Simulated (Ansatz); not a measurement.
## How much does Ir in Ru(0001), 2x2 scatter?

Aim: the resistance that Ir in Ru(0001), 2x2 adds to the host.

Main program and level: Ansatz 0.2.0; Ansatz plane-wave DFT, PBE, PAW files; ballistic transport by layer matching (Landauer), zero bias; PAW set soft_1, in the first sound run; inputs show where later runs differ.

### Step 1. Set-up

The cell holds 64 atoms: 63 Ru and 1 Ir. Its edges and angles: a = 5.412 Å, b = 5.412 Å, c = 34.255 Å, α = 90.0°, β = 90.0°, γ = 120.0°. It derives from Ru. Regions: lead, 40 atoms (40 Ru); scattering region, 24 atoms (23 Ru and 1 Ir). The structure is stacked along c, and the current runs across the ab planes.

### Step 2. Transmission at ideal sites

The defect sits in one plane of the supercell, all atoms on ideal sites; the layers about the cell's end are the lead. The mesh across the current, 12×12, is finer than the density's, because channels open and close sharply across the zone. Energies from -0.1 to 0.1 eV in steps of 0.05 eV are too few for the program's thermal sum, so it prints no conductance; for a metal the transmission near the Fermi level serves, at a fraction of the cost.

Input file input.yaml:

```yaml
crystal:
  lattice:
    - [5.4116, 0.0, 0.0]
    - [-2.7058, 4.6865830751, 0.0]
    - [0.0, 0.0, 34.2552]
  atoms:
    - { symbol: Ru, position: [0.1666666667, 0.3333333333, 0.03125] }
    - { symbol: Ru, position: [0.1666666667, 0.8333333333, 0.03125] }
    - { symbol: Ru, position: [0.6666666667, 0.3333333333, 0.03125] }
    - { symbol: Ru, position: [0.6666666667, 0.8333333333, 0.03125] }
    - { symbol: Ru, position: [0.3333333333, 0.1666666667, 0.09375] }
    - { symbol: Ru, position: [0.3333333333, 0.6666666667, 0.09375] }
    - { symbol: Ru, position: [0.8333333333, 0.1666666667, 0.09375] }
    - { symbol: Ru, position: [0.8333333333, 0.6666666667, 0.09375] }
    - { symbol: Ru, position: [0.1666666667, 0.3333333333, 0.15625] }
    - { symbol: Ru, position: [0.1666666667, 0.8333333333, 0.15625] }
    - { symbol: Ru, position: [0.6666666667, 0.3333333333, 0.15625] }
    - { symbol: Ru, position: [0.6666666667, 0.8333333333, 0.15625] }
    - { symbol: Ru, position: [0.3333333333, 0.1666666667, 0.21875] }
    - { symbol: Ru, position: [0.3333333333, 0.6666666667, 0.21875] }
    - { symbol: Ru, position: [0.8333333333, 0.1666666667, 0.21875] }
    - { symbol: Ru, position: [0.8333333333, 0.6666666667, 0.21875] }
    - { symbol: Ru, position: [0.1666666667, 0.3333333333, 0.28125] }
    - { symbol: Ru, position: [0.1666666667, 0.8333333333, 0.28125] }
    - { symbol: Ru, position: [0.6666666667, 0.3333333333, 0.28125] }
    - { symbol: Ru, position: [0.6666666667, 0.8333333333, 0.28125] }
    - { symbol: Ru, position: [0.3333333333, 0.1666666667, 0.34375] }
    - { symbol: Ru, position: [0.3333333333, 0.6666666667, 0.34375] }
    - { symbol: Ru, position: [0.8333333333, 0.1666666667, 0.34375] }
    - { symbol: Ru, position: [0.8333333333, 0.6666666667, 0.34375] }
    - { symbol: Ru, position: [0.1666666667, 0.3333333333, 0.40625] }
    - { symbol: Ru, position: [0.1666666667, 0.8333333333, 0.40625] }
    - { symbol: Ru, position: [0.6666666667, 0.3333333333, 0.40625] }
    - { symbol: Ru, position: [0.6666666667, 0.8333333333, 0.40625] }
    - { symbol: Ru, position: [0.3333333333, 0.1666666667, 0.46875] }
    - { symbol: Ru, position: [0.3333333333, 0.6666666667, 0.46875] }
    - { symbol: Ru, position: [0.8333333333, 0.1666666667, 0.46875] }
    - { symbol: Ru, position: [0.8333333333, 0.6666666667, 0.46875] }
    - { symbol: Ir, position: [0.1666666667, 0.3333333333, 0.53125] }
    - { symbol: Ru, position: [0.1666666667, 0.8333333333, 0.53125] }
    - { symbol: Ru, position: [0.6666666667, 0.3333333333, 0.53125] }
    - { symbol: Ru, position: [0.6666666667, 0.8333333333, 0.53125] }
    - { symbol: Ru, position: [0.3333333333, 0.1666666667, 0.59375] }
    - { symbol: Ru, position: [0.3333333333, 0.6666666667, 0.59375] }
    - { symbol: Ru, position: [0.8333333333, 0.1666666667, 0.59375] }
    - { symbol: Ru, position: [0.8333333333, 0.6666666667, 0.59375] }
    - { symbol: Ru, position: [0.1666666667, 0.3333333333, 0.65625] }
    - { symbol: Ru, position: [0.1666666667, 0.8333333333, 0.65625] }
    - { symbol: Ru, position: [0.6666666667, 0.3333333333, 0.65625] }
    - { symbol: Ru, position: [0.6666666667, 0.8333333333, 0.65625] }
    - { symbol: Ru, position: [0.3333333333, 0.1666666667, 0.71875] }
    - { symbol: Ru, position: [0.3333333333, 0.6666666667, 0.71875] }
    - { symbol: Ru, position: [0.8333333333, 0.1666666667, 0.71875] }
    - { symbol: Ru, position: [0.8333333333, 0.6666666667, 0.71875] }
    - { symbol: Ru, position: [0.1666666667, 0.3333333333, 0.78125] }
    - { symbol: Ru, position: [0.1666666667, 0.8333333333, 0.78125] }
    - { symbol: Ru, position: [0.6666666667, 0.3333333333, 0.78125] }
    - { symbol: Ru, position: [0.6666666667, 0.8333333333, 0.78125] }
    - { symbol: Ru, position: [0.3333333333, 0.1666666667, 0.84375] }
    - { symbol: Ru, position: [0.3333333333, 0.6666666667, 0.84375] }
    - { symbol: Ru, position: [0.8333333333, 0.1666666667, 0.84375] }
    - { symbol: Ru, position: [0.8333333333, 0.6666666667, 0.84375] }
    - { symbol: Ru, position: [0.1666666667, 0.3333333333, 0.90625] }
    - { symbol: Ru, position: [0.1666666667, 0.8333333333, 0.90625] }
    - { symbol: Ru, position: [0.6666666667, 0.3333333333, 0.90625] }
    - { symbol: Ru, position: [0.6666666667, 0.8333333333, 0.90625] }
    - { symbol: Ru, position: [0.3333333333, 0.1666666667, 0.96875] }
    - { symbol: Ru, position: [0.3333333333, 0.6666666667, 0.96875] }
    - { symbol: Ru, position: [0.8333333333, 0.1666666667, 0.96875] }
    - { symbol: Ru, position: [0.8333333333, 0.6666666667, 0.96875] }
kpoints:
  mp_grid: { grid: [5, 5, 1] }
hamiltonian:
  xc: pbe
  pseudopotentials: { kind: paw, azcp: { folder: soft_1 } }
scf:
  occupations: { method: fermi_dirac, width: 0.1 }
output:
  transmission: { leads: [[0, 8]], kmesh: [12, 12], e_range: [-0.1, 0.1], de: 0.05 }
  write_potential: true
  write_density: true
  volumetric_format: npy
  elf: true
```

Run with:

```sh
ansatz run input.yaml --threads 4 --pin off --max-ram 15360MiB --backend cpu --events-out ev --progress --plain --runs-dir out
```

Numbers of over 12 decimals in the logs are rounded to 6 here.

Log:

```text
Engine: ansatz 0.2.0, x86_64-unknown-linux-gnu
Pseudopotentials: kind: paw
Pseudopotential: Ru, paw, valence charge 16, recommended cutoff 420 eV (normal), soft_1/Ru.paw.azcp
Pseudopotential: Ir, paw, valence charge 17, recommended cutoff 420 eV (normal), soft_1/Ir.paw.azcp
Functional definition: PBE
  parameter kappa = 0.804
  parameter beta = 0.066725
  exchange = pbe_x(kappa = kappa, mu = beta*pi^2/3)
  correlation = pbe_c(beta = beta)
Crystal: 64 atoms, lattice volume = 868.777 Å³
Basis set: ecut = 420 eV, 16909 PW (Γ)
Bands: 615, of which v1, the nominal top of the filled ones, is band 513 counted from 1 (512 counted from 0)
Symmetry: 12 space group operations
Space group: P-6m2 (ITA 187), of the structure as read, at distance tolerance 9.5e-5 Å
k-points: 5 of 25 (time reversal used)
Non-local potential: Ru, projectors of the file, l = 0: 3, l = 1: 2, l = 2: 2, l = 3: 1
Non-local potential: Ir, projectors of the file, l = 0: 3, l = 1: 2, l = 2: 2, l = 3: 1
PAW form: soft (Blöchl's): semilocal exchange-correlation on the pseudo side does not see the compensation charge
PAW one-centre angular grid: Ru, 590 points (default); XC on 64 Gauss nodes
PAW one-centre angular grid: Ir, 590 points (default); XC on 64 Gauss nodes
Initial density: superposition of atomic densities (chi_scale 0.1, normalization cell)
Initial wavefunctions: pseudopotential atomic-orbital guess
Functional: x = pbe(κ = 0.804, μ = 0.219515), c = pbe(β = 0.066725)
SCF iter   1: F=—  HF=-382337.354062 eV  |F-HF|=—  |Δ(HF+E_count)|=         —  Δρ=1.23e-1  dr2=1.30e2  ethr=3.10e-3  ⟨swp⟩=5.0  Hψ=9930  notcnv=0  defer=1
preconditioner: auto → Kerker (q_TF=auto, 2.805 Å⁻¹)  [metal: Δε(μ)=0.022 eV  Ē_g=5.291 eV  σ=0.100 eV  W_gap=0.06  n_scr=348 (ndim 8)  ℏωp=28.5 eV  f_vac=0.000  D(μ)=58.43/eV (n_scr^D=572)]
SCF iter   2: F=—  HF=-382305.834511 eV  |F-HF|=—  |Δ(HF+E_count)|=    3.15e1  Δρ=5.90e-2  dr2=2.94e1  ethr=3.10e-3  ⟨swp⟩=2.6  Hψ=6153  notcnv=0  defer=40
SCF iter   3: F=—  HF=-382297.475673 eV  |F-HF|=—  |Δ(HF+E_count)|=    8.36e0  Δρ=9.55e-3  dr2=4.67e-1  ethr=2.86e-3  ⟨swp⟩=2.4  Hψ=5468  notcnv=0  defer=41
SCF iter   4: F=—  HF=-382297.548875 eV  |F-HF|=—  |Δ(HF+E_count)|=   7.32e-2  Δρ=1.18e-3  dr2=2.41e-2  ethr=4.55e-5  ⟨swp⟩=2.2  Hψ=5249  notcnv=0  defer=42
SCF iter   5: F=—  HF=-382297.549545 eV  |F-HF|=—  |Δ(HF+E_count)|=   6.70e-4  Δρ=2.62e-4  dr2=2.00e-3  ethr=2.35e-6  ⟨swp⟩=2.0  Hψ=3033  notcnv=0  defer=42
SCF iter   6: F=—  HF=-382297.549639 eV  |F-HF|=—  |Δ(HF+E_count)|=   9.45e-5  Δρ=6.05e-5  dr2=5.07e-4  ethr=1.96e-7  ⟨swp⟩=1.0  Hψ=3026  notcnv=0  defer=42
SCF iter   7: F=—  HF=-382297.549576 eV  |F-HF|=—  |Δ(HF+E_count)|=   6.30e-5  Δρ=3.27e-5  dr2=8.32e-6  ethr=4.94e-8  ⟨swp⟩=1.0  Hψ=3026  notcnv=0  defer=42
SCF iter   8: F=—  HF=-382297.551951 eV  |F-HF|=—  |Δ(HF+E_count)|=   2.37e-3  Δρ=5.26e-6  dr2=1.05e-5  ethr=8.12e-10  ⟨swp⟩=2.0  Hψ=5271  notcnv=0  defer=42
SCF iter   9: F=—  HF=-382297.551951 eV  |F-HF|=—  |Δ(HF+E_count)|=   2.69e-8  Δρ=2.42e-6  dr2=7.47e-7  ethr=8.12e-10  ⟨swp⟩=1.0  Hψ=3026  notcnv=0  defer=42
SCF iter  10: F=-382297.551951 eV  HF=-382297.551951 eV  |F-HF|=1.47e-8  |Δ(HF+E_count)|=   1.18e-8  Δρ=3.03e-7  dr2=1.52e-8  ethr=9.76e-12  ⟨swp⟩=7.2  Hψ=6753  notcnv=0
SCF 1 converged in 10 iterations: F = -382297.551951 eV  dr2 = 1.52e-8
  greatest PAW one-centre occupation: 1.000 electrons in one spin orbital (limit 2), on the Ir atom at site 32 (counted from 0), in its partial waves of l = 0
transmission: 120 of 1197 steps passed
transmission: 240 of 1197 steps passed
[...]
transmission: 1197 of 1197 steps passed
SCF converged after 10 iterations
Free energy (F): -382297.551951 eV
Harris-Foulkes:  -382297.551951 eV  (|F-HF|=1.47e-8)
Internal energy: -382295.443848 eV  (E = F + TS)
E sigma→0 (E₀):  -382296.497899 eV
Entropy (-TS):   -2.108103 eV (-32.939 meV/atom)
Fermi energy:    23.423860 eV
--- Per-component energies (eV) ---
  E_band       = -3601.511089
  E_kinetic    = 29549.604474
  E_local      = -81063.139249  (includes V_loc(G=0)·N_el)
  E_nonlocal   = 26176.407166
  E_hartree    = 26925.579293
  E_xc         = -10951.385737
  E_vxc        = -13815.809306  (∫ρ·V_xc dr)
  E_paw        = -229859.655072  (= ΣΔE_a)
  E_vpaw       = -18299.771736  (= ΣTr[D̂ρ^β])
  E_aug_tail   = 0.039667  (compensation charges beyond the density's cutoff)
  E_ewald      = -143072.894389
  E_smearing   = -2.108103  (= −TS)
  E_closure    = 0.000000  (closes the sum)
  Σ components = -382297.551951   (vs F -382297.551951, Δ=0.00e0)
--- Band table (eV; the first three rows and the last of 5) ---
  k-point 0: bands = [... 509 lower, 24.1590, 24.1648, 24.1649, 24.1649, 24.1687, 24.3244, 24.3244, 24.3316, ... 98 higher]
  k-point 1: bands = [... 509 lower, 23.8739, 23.8821, 23.9305, 23.9306, 23.9390, 23.9433, 23.9484, 23.9515, ... 98 higher]
  k-point 2: bands = [... 509 lower, 23.1378, 23.1913, 23.2107, 23.2568, 23.2581, 23.4165, 23.4252, 23.4482, ... 98 higher]
  k-point 4: bands = [... 509 lower, 23.0422, 23.0561, 23.0692, 23.0705, 23.3671, 23.3834, 23.3924, 23.3971, ... 98 higher]
--- Transmission ---
  basis      : 223 plane waves across, 63 finite elements along
  points     : 19, standing for a mesh of 12 x 12
  energies   : 5 from -0.100000 to 0.100000 eV about the Fermi level, 0.050000 eV apart; the leads are filled to 0.000000 eV, and channels, transmission and decay are at 0.000000 eV
  crystal 0  : Ru8, at the sites [0, 8], period 4.2819 Å, over 32.11 Å; its Hamiltonian steps by up to 0.2 meV
    offset         : up to 0.0000 Å between an atom of the period and one for which it stands
    channels       : 5.930556e0 a spin
    conductance    : none, the energies end too early or step too widely for 300 K: set another output.transmission.e_range or a lower de, or, where they end at an eighth of basis.ecutwfc, a higher one
  junction   : crystal 0 to crystal 0, 1.44 to 31.42 Å
    transmission   : 5.509064e0 a spin
    conductance    : none, the energies end too early or step too widely for 300 K: set another output.transmission.e_range or a lower de, or, where they end at an eighth of basis.ecutwfc, a higher one
```

Run time: 7.2 min. Hardware: 4 threads of Intel Xeon Platinum 8175M at 2.50GHz (Skylake/Cascade Lake), shared host; peak memory 8.2 GiB; 24 min of CPU time.

This run has no spin polarisation although its electron count is odd.

Numbers from this step:

```yaml
free_energy: -382297.5520 eV
energy_at_zero_smearing: -382296.4979 eV
fermi_energy: 23.42 eV
cell_area: 25.36 Å²
transmission_per_spin_nearest_the_fermi_level: 5.509
open_channels_per_spin_nearest_the_fermi_level: 5.931
step_of_the_lead_s_potential: 0.2 meV
```

Per spin. Transmission, zone mean against energy, zero at the Fermi level:

```tsv
energy (eV)	transmission, zone mean
-0.1000	5.30
-0.0500	5.60
0.0000	5.51
0.0500	5.45
0.1000	5.11
```

Per spin. The open channels, zone mean, lead by energy, zero at the Fermi level:

```tsv
energy (eV)	open channels, zone mean, lead
-0.1000	5.64
-0.0500	6.01
0.0000	5.93
0.0500	5.81
0.1000	5.18
```

Transmission over k1 and k2. At 0.0000 eV from the Fermi level.

Values, 12 rows by 12 columns:
```
 5.5  6.7  4.1  3.1  3.1  4.1  6.7  5.5  6.1  4.5  4.5  6.1
 3.9  4.1  5.0  5.0  5.0  5.0  5.0  4.1  3.9  4.5  3.8  4.5
 3.0  3.1  5.0  6.8  6.8  6.8  6.8  5.0  3.1  3.0  4.5  4.5
 3.9  3.1  5.0  6.8  7.0  9.3  7.0  6.8  5.0  3.1  3.9  6.1
 5.5  4.1  5.0  6.8  9.3 11.9 11.9  9.3  6.8  5.0  4.1  5.5
 5.0  6.7  5.0  6.8  7.0 11.9 12.0 11.9  7.0  6.8  5.0  6.7
 5.5  5.5  4.1  5.0  6.8  9.3 11.9 11.9  9.3  6.8  5.0  4.1
 3.9  6.1  3.9  3.1  5.0  6.8  7.0  9.3  7.0  6.8  5.0  3.1
 3.0  4.5  4.5  3.0  3.1  5.0  6.8  6.8  6.8  6.8  5.0  3.1
 3.9  4.5  3.8  4.5  3.9  4.1  5.0  5.0  5.0  5.0  5.0  4.1
 5.5  6.1  4.5  4.5  6.1  5.5  6.7  4.1  3.1  3.1  4.1  6.7
 5.0  5.5  3.9  3.0  3.9  5.5  5.0  5.5  3.9  3.0  3.9  5.5
```
Columns: k1 (b1) from -0.5 to 0.417; rows upwards: k2 (b2) from -0.5 to 0.417.

Open channels over k1 and k2. At 0.0000 eV from the Fermi level.

Values, 12 rows by 12 columns:
```
 6.0  7.0  5.0  4.0  4.0  5.0  7.0  6.0  7.0  5.0  5.0  7.0
 4.0  5.0  5.0  5.0  5.0  5.0  5.0  5.0  4.0  5.0  4.0  5.0
 3.0  4.0  5.0  7.0  7.0  7.0  7.0  5.0  4.0  3.0  5.0  5.0
 4.0  4.0  5.0  7.0  7.0 11.0  7.0  7.0  5.0  4.0  4.0  7.0
 6.0  5.0  5.0  7.0 11.0 12.0 12.0 11.0  7.0  5.0  5.0  6.0
 6.0  7.0  5.0  7.0  7.0 12.0 12.0 12.0  7.0  7.0  5.0  7.0
 6.0  6.0  5.0  5.0  7.0 11.0 12.0 12.0 11.0  7.0  5.0  5.0
 4.0  7.0  4.0  4.0  5.0  7.0  7.0 11.0  7.0  7.0  5.0  4.0
 3.0  5.0  5.0  3.0  4.0  5.0  7.0  7.0  7.0  7.0  5.0  4.0
 4.0  5.0  4.0  5.0  4.0  5.0  5.0  5.0  5.0  5.0  5.0  5.0
 6.0  7.0  5.0  5.0  7.0  6.0  7.0  5.0  4.0  4.0  5.0  7.0
 6.0  6.0  4.0  3.0  4.0  6.0  6.0  6.0  4.0  3.0  4.0  6.0
```
Columns: k1 (b1) from -0.5 to 0.417; rows upwards: k2 (b2) from -0.5 to 0.417.

ELF in the ca plane at fractional y = 0.333, with atoms of Ru and Ir within 0.2 Å of it. It is the smooth field of the valence electrons, not physical close to the nuclei.

Ten even steps from '0' (0.23) to '9' (0.60), each cell a mean:
```
11111015410111111025300222220045201111110145
01101014410101011025300101010045201111010144
25631101101136521111111146411111111256311011
79982110011299961110121599941210111799821100
88893021120397981121220697950221211887930211
79982110011289961110011499941100111699821100
14420101101025411102101034301012011145201011
11111015410111111025300111110045201111110145
01101014410101011025300222220035201101010144
25631101101136521111102257522011111256311011
79982110011299961110022598952200111799821100
88893021120397981121121685861211211887930211
79982110011289961110022599942200111699821100
14420101101025411102102245422012011145201011
```
Columns run along c (16.0 Å, from fractional 0.27 to 0.73 of the cell), rows up along a (5.4 Å). Atoms in or near the plane, at fractional coordinates: Ru at (0.28, 0.17), Ru at (0.28, 0.67), Ru at (0.41, 0.17), Ru at (0.41, 0.67), Ir at (0.53, 0.17), Ru at (0.53, 0.67), Ru at (0.66, 0.17), Ru at (0.66, 0.67).

Valence density in the ca plane at fractional y = 0.333, with atoms of Ru and Ir within 0.2 Å of it. It is the smooth field of the valence electrons, not physical close to the nuclei.

Ten even steps from '0' (0 e/Å³) to '9' (11 e/Å³), each cell a mean:
```
00000001100000000001000000000001000000000011
00000001100000000001000000000001000000000011
01100000000001100000000011100000000011000000
26630000000037520000000157410000000266300000
38941000000159830000000279620000000389510000
25520000000036510000000146410000000256300000
01100000000001100000000001000000000011000000
00000001100000000001000000000001000000000011
00000001100000000001000000000001000000000011
01100000000001100000000012100000000011000000
26630000000037520000000156410000000266300000
38941000000159830000000268620000000389510000
25520000000036510000000146410000000256300000
01100000000001100000000011100000000011000000
```
Columns run along c (16.0 Å, from fractional 0.27 to 0.73 of the cell), rows up along a (5.4 Å). Atoms in or near the plane, at fractional coordinates: Ru at (0.28, 0.17), Ru at (0.28, 0.67), Ru at (0.41, 0.17), Ru at (0.41, 0.67), Ir at (0.53, 0.17), Ru at (0.53, 0.67), Ru at (0.66, 0.17), Ru at (0.66, 0.67).

Electrostatic potential energy in the ca plane at fractional y = 0.333, with atoms of Ru and Ir within 0.2 Å of it. With pseudopotentials it is smooth inside the atoms' cores, unlike the true potential.

Ten even steps from '0' (-70 eV) to '9' (24 eV), each cell a mean:
```
99999986689999999976799999999876799999999866
99999986689999999976799999999876899999999866
86579998899975689998899865689988999865799988
41038999999730158999999620269999998410389999
30027999999610038999999500059999998300279999
51148999999831259999999621279999998511489999
86689998899986789998899976799988999866899988
99999986689999999976799999999876799999999866
99999986689999999976799999999876899999999866
86579998899975689998899865689988999865799988
41038999999730158999999632369999998410389999
30027999999610038999998521259999998300279999
51148999999831259999999632369999998511489999
86689998899986789998899876799988999866899988
```
Columns run along c (16.0 Å, from fractional 0.27 to 0.73 of the cell; values clipped at the 3rd and 97th percentile), rows up along a (5.4 Å). Atoms in or near the plane, at fractional coordinates: Ru at (0.28, 0.17), Ru at (0.28, 0.67), Ru at (0.41, 0.17), Ru at (0.41, 0.67), Ir at (0.53, 0.17), Ru at (0.53, 0.67), Ru at (0.66, 0.17), Ru at (0.66, 0.67).

Over the solved energies the transmission per spin lies between 5.11 and 5.60, out of 5.71 channels of the lead on average (up to 6.01).

### Step 3. Resistance at ideal sites

This step: Ansatz plane-wave DFT, PBE, PAW files; ballistic transport by layer matching (Landauer), zero bias; area resistance of the defect plane and resistivity an atomic per cent; PAW set soft_1 (Ansatz 0.2.0).

Numbers from this step:

- area resistance: 0.03993 fΩ m²
- T over the leads' mean channel count: 0.9327
- resistivity per at.% scaled from this dense plane, with the factor 3/4 for isotropic scattering: 0.5595 µΩ cm

Averaged over the energies near the Fermi level, 93.3 % of the channels pass, which makes 0.0399 fΩ m².

By hand, with T and the leads' channels N averaged over the energies near the Fermi level: RA = A (h/2e²)(1/T − 1/N) = 25.36×10⁻²⁰ m² × 12 906 Ω × (1/5.518 − 1/5.917) = 0.0399 fΩ m². Per atomic per cent: RA × A / V_atom × 0.01 × 3/4 = 0.559 µΩ cm, with the host's V_atom = 13.57 Å³.

(Part 1 of 3 ends here.)

[Logs are printed without paths, hosts, clocks, repeated set-up lines and the standing remarks that a program may print on its own settings, such as how far it seeks lower states.]

[Hosts, paths, dates, database ids (printed as entryN), source tags and the programs' standing remarks are cut or masked in the printed files.]
